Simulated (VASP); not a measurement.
# BaTiO3 (Pm-3m) in VASP: band structure with HSE06

Aim: the band structure of BaTiO3 with HSE06.

Everything below comes from runs of VASP 6.6.1. Logs are shortened: lines on timing, memory, paths and dates and some standing lists are left out, and cuts for length are marked.

### 1 Starting point

The structure is cubic, space group Pm-3m (No. 221). The conventional cell has a = 3.983 Å, b = 3.983 Å, c = 3.983 Å, α = 90.00°, β = 90.00°, γ = 90.00°. Ba (site symmetry m-3m) has 12 O at 2.82 Å as nearest neighbours. Ti (site symmetry m-3m) is surrounded by 6 O at 1.99 Å. Around O (site symmetry 4/mmm) lie 2 Ti at 1.99 Å.

### 2 Band structure, HSE06

File POSCAR:

```
BaTiO3
1.0
    3.9832200000      0.0000000000      0.0000000000
    0.0000000000      3.9832200000      0.0000000000
    0.0000000000      0.0000000000      3.9832200000
Ba Ti O
1 1 3
Direct
    0.0000000000      0.0000000000      0.0000000000
    0.5000000000      0.5000000000      0.5000000000
    0.5000000000      0.5000000000      0.0000000000
    0.0000000000      0.5000000000      0.5000000000
    0.5000000000      0.0000000000      0.5000000000
```

File INCAR.step1:

```
ALGO = Normal ; EDIFF = 1E-5
ENCUT = 520 ; GGA = PE
ISIF = 2 ; ISMEAR = 0
LASPH = T ; LCHARG = F
LMAXMIX = 4 ; LREAL = F
LWAVE = T ; NELM = 80
PREC = Accurate ; SIGMA = 0.02
```

File INCAR.step2:

```
ALGO = Normal ; EDIFF = 1E-6
ENCUT = 520 ; GGA = PE
HFSCREEN = 0.2 ; ISIF = 2
ISMEAR = 0 ; ISTART = 1
LASPH = T ; LCHARG = F
LHFCALC = T ; LMAXMIX = 4
LREAL = F ; LWAVE = F
NELM = 80 ; PREC = Accurate
PRECFOCK = Fast ; SIGMA = 0.02
```

File KPOINTS:

```
k-points
0
Gamma
  4 4 4
```

File KPOINTS_OPT:

```
path GXMGRX,MR
12
line-mode
reciprocal
 0.0000000000  0.0000000000  0.0000000000  G
 0.0000000000  0.5000000000  0.0000000000  X

 0.0000000000  0.5000000000  0.0000000000  X
 0.5000000000  0.5000000000  0.0000000000  M

 0.5000000000  0.5000000000  0.0000000000  M
 0.0000000000  0.0000000000  0.0000000000  G

 0.0000000000  0.0000000000  0.0000000000  G
 0.5000000000  0.5000000000  0.5000000000  R

 0.5000000000  0.5000000000  0.5000000000  R
 0.0000000000  0.5000000000  0.0000000000  X

 0.5000000000  0.5000000000  0.0000000000  M
 0.5000000000  0.5000000000  0.5000000000  R
```

Potentials or basis: VASP PAW PBE potentials, release 64 (Ba_sv, Ti_sv, O).

Launch:

```console
cat potpaw_PBE.64/Ba_sv/POTCAR potpaw_PBE.64/Ti_sv/POTCAR potpaw_PBE.64/O/POTCAR > POTCAR
cp INCAR.step1 INCAR
mpirun -np 1 vasp_std > vasp.out
cp INCAR.step2 INCAR
mpirun -np 1 vasp_std > vasp.out
```

OUTCAR:

```text
EDIFF = 1E-6
   ENCUT = 520
   GGA = PE
   HFSCREEN = 0.2
   ISIF = 2
   ISMEAR = 0
   ISTART = 1
   LASPH = T
   LHFCALC = T
   LREAL = F
   NELM = 80
   PREC = Accurate
   PRECFOCK = Fast

 ion  position               nearest neighbor table
   1  0.000  0.000  0.000-   3 2.82   4 2.82   5 2.82   4 2.82   5 2.82   3 2.82   4 2.82   4 2.82
                             3 2.82   5 2.82   5 2.82   3 2.82   2 3.45   2 3.45   2 3.45   2 3.45
   2  0.500  0.500  0.500-   3 1.99   4 1.99   5 1.99   3 1.99   5 1.99   4 1.99   1 3.45   1 3.45
                             1 3.45   1 3.45   1 3.45   1 3.45   1 3.45   1 3.45
   3  0.500  0.500  0.000-   2 1.99   2 1.99   1 2.82   1 2.82   1 2.82   1 2.82
   4  0.000  0.500  0.500-   2 1.99   2 1.99   1 2.82   1 2.82   1 2.82   1 2.82
   5  0.500  0.000  0.500-   2 1.99   2 1.99   1 2.82   1 2.82   1 2.82   1 2.82

  LATTYP: Found a simple cubic cell.
 ALAT       =     3.9832200000

  Lattice vectors:

 A1 = (   3.9832200000,   0.0000000000,   0.0000000000)
 A2 = (   0.0000000000,   3.9832200000,   0.0000000000)
 A3 = (   0.0000000000,   0.0000000000,   3.9832200000)

Analysis of symmetry for initial positions (statically):
=====================================================================
 Subroutine PRICEL returns:
 Original cell was already a primitive cell.

 Routine SETGRP: Setting up the symmetry group for a
 simple cubic supercell.

 Subroutine GETGRP returns: Found 48 space group operations
 (whereof 48 operations were pure point group operations)
 out of a pool of 48 trial point group operations.

The static configuration has the point symmetry O_h .

Analysis of symmetry for dynamics (positions and initial velocities):
=====================================================================
 Subroutine PRICEL returns:
 Original cell was already a primitive cell.

 Routine SETGRP: Setting up the symmetry group for a
 simple cubic supercell.

 Subroutine GETGRP returns: Found 48 space group operations
 (whereof 48 operations were pure point group operations)
 out of a pool of 48 trial point group operations.

The dynamic configuration has the point symmetry O_h .

 Subroutine INISYM returns: Found 48 space group operations
 (whereof 48 operations are pure point group operations),
 and found     1 'primitive' translations

----------------------------------------------------------------------------------------

                                     Primitive cell

  volume of cell :      63.1979

  direct lattice vectors                    reciprocal lattice vectors
     3.983220000  0.000000000  0.000000000     0.251053168  0.000000000  0.000000000
     0.000000000  3.983220000  0.000000000     0.000000000  0.251053168  0.000000000
     0.000000000  0.000000000  3.983220000     0.000000000  0.000000000  0.251053168

  length of vectors
     3.983220000  3.983220000  3.983220000     0.251053168  0.251053168  0.251053168

  position of ions in fractional coordinates (direct lattice)
     0.000000000  0.000000000  0.000000000
     0.500000000  0.500000000  0.500000000
     0.500000000  0.500000000  0.000000000
     0.000000000  0.500000000  0.500000000
     0.500000000  0.000000000  0.500000000

  ion indices of the primitive-cell ions
   primitive index   ion index
                 1           1
                 2           2
                 3           3
                 4           4
                 5           5

----------------------------------------------------------------------------------------

 KPOINTS: k-points

Automatic generation of k-mesh.
 Grid dimensions read from file:
 generate k-points for:    4    4    4

 Generating k-lattice:

  Cartesian coordinates                     Fractional coordinates (reciprocal lattice)
     0.062763292  0.000000000  0.000000000     0.250000000  0.000000000  0.000000000
     0.000000000  0.062763292  0.000000000     0.000000000  0.250000000  0.000000000
     0.000000000  0.000000000  0.062763292     0.000000000  0.000000000  0.250000000

  Length of vectors
     0.062763292  0.062763292  0.062763292

  Shift w.r.t. Gamma in fractional coordinates (k-lattice)
     0.000000000  0.000000000  0.000000000

 Subroutine IBZKPT returns following result:
 ===========================================

 Found     10 irreducible k-points:

 Following reciprocal coordinates:
            Coordinates               Weight
  0.000000  0.000000  0.000000      1.000000
  0.250000  0.000000  0.000000      6.000000
  0.500000  0.000000  0.000000      3.000000
  0.250000  0.250000  0.000000     12.000000
  0.500000  0.250000  0.000000     12.000000
  0.500000  0.500000  0.000000      3.000000
  0.250000  0.250000  0.250000      8.000000
  0.500000  0.250000  0.250000     12.000000
  0.500000  0.500000  0.250000      6.000000
  0.500000  0.500000  0.500000      1.000000
   k-points           NKPTS =     10   k-points in BZ     NKDIM =     64   number of bands    NBANDS=     24
   number of dos      NEDOS =    301   number of ions     NIONS =      5
   total plane-waves  NPLWV =  27000
   dimension x,y,z NGX =    30 NGY =   30 NGZ =   30
   dimension x,y,z NGXF=    60 NGYF=   60 NGZF=   60
   ions per type =               1   1   3
   NGX,Y,Z   is equivalent  to a cutoff of  12.52, 12.52, 12.52 a.u.
   NGXF,Y,Z  is equivalent  to a cutoff of  25.04, 25.04, 25.04 a.u.
 SYSTEM =  unknown system
   PREC   = accura    normal or accurate (medium, high low for compatibility)
   ISTART =      1    job   : 0-new  1-cont  2-samecut
   ICHARG =      0    charge: 1-file 2-atom 10-const
   ISPIN  =      1    spin polarized calculation?
   LNONCOLLINEAR =      F non collinear calculations
   LSORBIT =      F    spin-orbit coupling
   LASPH  =      T    aspherical Exc in radial PAW
   ENCUT  =  520.0 eV  38.22 Ry    6.18 a.u.   7.41  7.41  7.41*2*pi/ulx,y,z
   NELM   =     80;   NELMIN=  2; NELMDL=  0     # of ELM steps
   EDIFF  = 0.1E-05   stopping-criterion for ELM
   LREAL  =      F    real-space projection
   EDIFFG = 0.1E-04   stopping-criterion for IOM
   NSW    =      0    number of steps for IOM
   IBRION =     -1    ionic relax: 0-MD 1-quasi-New 2-CG
   NFREE  =      0    steps in history (QN), initial steepest desc. (CG)
   ISIF   =      2    stress and relaxation
   ISYM   =      3    0-nonsym 1-usesym 2-fastsym
   POTIM  = 0.5000    time-step for ionic-motion
   TEBEG  =    0.0;   TEEND  =   0.0 temperature during run
   PSTRESS=    0.0 pullay stress
   NELECT =      40.0000    total number of electrons
   NUPDOWN=      -1.0000    fix difference up-down
   EMIN   =  10.00;   EMAX   =-10.00  energy-range for DOS
   EFERMI =   0.00;   METHOD = LEGACY
   ISMEAR =     0;   SIGMA  =   0.02  broadening in eV -4-tet -1-fermi 0-gaus
   EFERMI_NEDOS =   21; number of points for ismear=-14 and -15
   IALGO  =     38    algorithm
   IMIX   =      1    mixing-type and parameters
     AMIX     =   0.40;   BMIX     =  1.00
     AMIX_MAG =   1.60;   BMIX_MAG =  1.00
  volume/ion in A,a.u.               =      12.64        85.30
  Fermi-wavevector in a.u.,A,eV,Ry     =   1.405596  2.656191 26.881035  1.975700
  Thomas-Fermi vector in A             =   2.528041
   LORBIT       =      0    0 simple, 1 ext, 2 COOP (PROOUT), +10 PAW based schemes
   GGA     = PE    functional components
   LHFCALC =     T    Hartree Fock is set to
   PRECFOCK=fast      Normal, Fast or Accurate (Low or Medium for compatibility)
   ENCUT4O =  -1.0   cutoff for four orbital integrals eV
   NKREDX  =     1    reduce k-point grid by
   NKREDY  =     1    reduce k-point grid by
   NKREDZ  =     1    reduce k-point grid by
   AEXX    =    0.2500 exact exchange contribution
   HFSCREEN=    0.2000 screening length (either q_TF or 0.3 A-1)
   HFSCREENC=   0.2000 screening length for correlation (either q_TF or 0.3 A-1)
   ENCUTFOCK=  -1.0 apply spherical cutoff to Coloumb kernel
   IVDW    =     0    specifies the selected vdW correction
   LEPSILON=     F    determine dielectric tensor
   LRPA    =     F    only Hartree local field effects (RPA)
 non-spin polarized calculation
 Gauss-broadening in eV      SIGMA  =   0.02
  energy-cutoff  :      520.00
  volume of cell :       63.20
 maximum number of plane-waves:      1743
 NGX is ok and might be reduce to    30
  NGX = 16; NGY = 16; NGZ = 16

 number of electron      39.9999977 magnetization

 Free energy of the ion-electron system (eV)
  ---------------------------------------------------
  ext. energy  EPLUGINS =         0.00000000
  ---------------------------------------------------
  free energy    TOTEN  =       -48.47489347 eV

  energy without entropy =      -48.47489347  energy(sigma->0) =      -48.47489347

 E-fermi :   3.1423     XC(G=0):  -9.3027

 val. band max:        2.8971097901   @ k =   0.5000   0.5000   0.5000
 cond. band min:       6.0826942487   @ k =   0.0000   0.0000   0.0000
 fundamental gap:      3.1855844586
 Fermi energy:         3.1422747645

 k-point     1 :       0.0000    0.0000    0.0000
  band No.  band energies     occupation
      1     -58.1112      2.00000
      2     -32.6601      2.00000
      3     -32.6601      2.00000
      4     -32.6601      2.00000
      5     -23.2069      2.00000
      6     -15.6533      2.00000
[... 16 lines left out ...]
     23       6.0827      0.00000
     24       8.2726      0.00000

 k-point     2 :       0.2500    0.0000    0.0000
  band No.  band energies     occupation
      1     -58.1107      2.00000
      2     -32.6882      2.00000
      3     -32.6582      2.00000
      4     -32.6582      2.00000
      5     -23.1301      2.00000
      6     -15.7376      2.00000
[... 16 lines left out ...]
     23       7.1377      0.00000
     24       8.2795      0.00000

 k-point     3 :       0.5000    0.0000    0.0000
  band No.  band energies     occupation
      1     -58.1102      2.00000
      2     -32.7162      2.00000
      3     -32.6563      2.00000
      4     -32.6563      2.00000
      5     -23.0505      2.00000
      6     -15.9142      2.00000
[... 16 lines left out ...]
     23       8.0542      0.00000
     24       8.2846      0.00000

 k-point     4 :       0.2500    0.2500    0.0000
  band No.  band energies     occupation
      1     -58.1102      2.00000
      2     -32.6863      2.00000
      3     -32.6856      2.00000
      4     -32.6563      2.00000
      5     -23.0675      2.00000
      6     -15.6246      2.00000
[... 16 lines left out ...]
     23       7.5625      0.00000
     24       8.9100      0.00000

 k-point     5 :       0.5000    0.2500    0.0000
  band No.  band energies     occupation
      1     -58.1097      2.00000
      2     -32.7137      2.00000
      3     -32.6837      2.00000
      4     -32.6544      2.00000
      5     -23.0029      2.00000
      6     -15.6328      2.00000
[... 16 lines left out ...]
     23       8.2253      0.00000
     24       9.0277      0.00000

 k-point     6 :       0.5000    0.5000    0.0000
  band No.  band energies     occupation
      1     -58.1092      2.00000
      2     -32.7111      2.00000
      3     -32.7111      2.00000
      4     -32.6525      2.00000
      5     -22.9541      2.00000
      6     -15.3068      2.00000
[... 16 lines left out ...]
     23       8.5950      0.00000
     24       9.2459      0.00000

 k-point     7 :       0.2500    0.2500    0.2500
  band No.  band energies     occupation
      1     -58.1097      2.00000
      2     -32.6843      2.00000
      3     -32.6836      2.00000
      4     -32.6836      2.00000
      5     -23.0140      2.00000
      6     -15.4302      2.00000
[... 16 lines left out ...]
     23       7.6895      0.00000
     24      10.5053      0.00000

 k-point     8 :       0.5000    0.2500    0.2500
  band No.  band energies     occupation
      1     -58.1092      2.00000
      2     -32.7113      2.00000
      3     -32.6818      2.00000
      4     -32.6815      2.00000
      5     -22.9592      2.00000
      6     -15.3421      2.00000
[... 16 lines left out ...]
     23       8.3397      0.00000
     24      10.4560      0.00000

 k-point     9 :       0.5000    0.5000    0.2500
  band No.  band energies     occupation
      1     -58.1088      2.00000
      2     -32.7090      2.00000
      3     -32.7090      2.00000
      4     -32.6797      2.00000
      5     -22.9146      2.00000
      6     -15.0020      2.00000
[... 16 lines left out ...]
     23       8.7333      0.00000
     24      10.8318      0.00000

 k-point    10 :       0.5000    0.5000    0.5000
  band No.  band energies     occupation
      1     -58.1083      2.00000
      2     -32.7068      2.00000
      3     -32.7068      2.00000
      4     -32.7068      2.00000
      5     -22.8745      2.00000
      6     -14.6720      2.00000
[... 16 lines left out ...]
     23       8.8731      0.00000
     24      11.3175      0.00000

------------------------ aborting loop because EDIFF is reached ----------------------------------------

  FORCE on cell =-STRESS in cart. coord.  units (eV):
  Direction    XX          YY          ZZ          XY          YZ          ZX
  --------------------------------------------------------------------------------------
  -------------------------------------------------------------------------------------
  Total        0.3594770      0.3594770      0.3594770     -0.0000000     -0.0000000      0.0000000
  in kB        9.1133655      9.1133655      9.1133655     -0.0000000     -0.0000000      0.0000000
  external PRESSURE =       9.1133655 kB  Pullay stress =       0.0000000 kB

 VOLUME and BASIS-vectors are now :
 -----------------------------------------------------------------------------
  energy-cutoff  :      520.00
  volume of cell :       63.20
      direct lattice vectors                 reciprocal lattice vectors
     3.983220000  0.000000000  0.000000000     0.251053168  0.000000000  0.000000000
     0.000000000  3.983220000  0.000000000     0.000000000  0.251053168  0.000000000
     0.000000000  0.000000000  3.983220000     0.000000000  0.000000000  0.251053168

 POSITION                                       TOTAL-FORCE (eV/Angst)
 -----------------------------------------------------------------------------------
      0.00000      0.00000      0.00000         0.000000      0.000000      0.000000
      1.99161      1.99161      1.99161         0.000000      0.000000      0.000000
      1.99161      1.99161      0.00000         0.000000      0.000000      0.000000
      0.00000      1.99161      1.99161         0.000000      0.000000      0.000000
      1.99161      0.00000      1.99161         0.000000      0.000000      0.000000
 -----------------------------------------------------------------------------------
    total drift:                               -0.000001      0.000001     -0.000008

  FREE ENERGIE OF THE ION-ELECTRON SYSTEM (eV)
  ---------------------------------------------------
  free  energy   TOTEN  =       -48.4748934659 eV

  energy  without entropy=      -48.4748934659  energy(sigma->0) =      -48.47489347
```

It took 35 min on 1 thread of Intel Xeon 6975P-C (Granite Rapids), shared host; peak memory 0.32 GiB.

What came out:

| Property | Result |
| --- | --- |
| Free energy | -48.4749 eV |
| Pressure | 0.9 GPa |
| Band gap on the k mesh | 3.19 eV, indirect (least direct gap 3.29 eV) |
| Band gap along the path | 3.19 eV, indirect (least direct gap 3.29 eV) |

Levels at the corners of the path, in eV from the valence-band top:
```tsv
point	band 16	band 17	band 18	band 19	band 20	band 21	band 22	band 23	band 24
Γ	-1.20	-1.20	-0.11	-0.11	-0.11	3.19	3.19	3.19	5.38
X	-2.05	-1.95	-1.95	-0.76	-0.76	3.37	5.16	5.16	5.39
X	-2.05	-1.95	-1.95	-0.76	-0.76	3.37	5.16	5.16	5.39
M	-2.91	-1.92	-0.91	-0.91	-0.09	5.17	5.17	5.70	6.35
M	-2.91	-1.92	-0.91	-0.91	-0.09	5.17	5.17	5.70	6.35
Γ	-1.20	-1.20	-0.11	-0.11	-0.11	3.19	3.19	3.19	5.38
Γ	-1.20	-1.20	-0.11	-0.11	-0.11	3.19	3.19	3.19	5.38
R	-2.52	-2.52	0.00	0.00	0.00	5.98	5.98	5.98	8.42
R	-2.52	-2.52	0.00	0.00	0.00	5.98	5.98	5.98	8.42
X	-2.05	-1.95	-1.95	-0.76	-0.76	3.37	5.16	5.16	5.39
M	-2.91	-1.92	-0.91	-0.91	-0.09	5.17	5.17	5.70	6.35
R	-2.52	-2.52	0.00	0.00	0.00	5.98	5.98	5.98	8.43
```

Caveat: the PAW data sets were made with another functional, which shifts forces and pressure a little; spin-orbit coupling is left out, which moves the levels of the heavy elements.
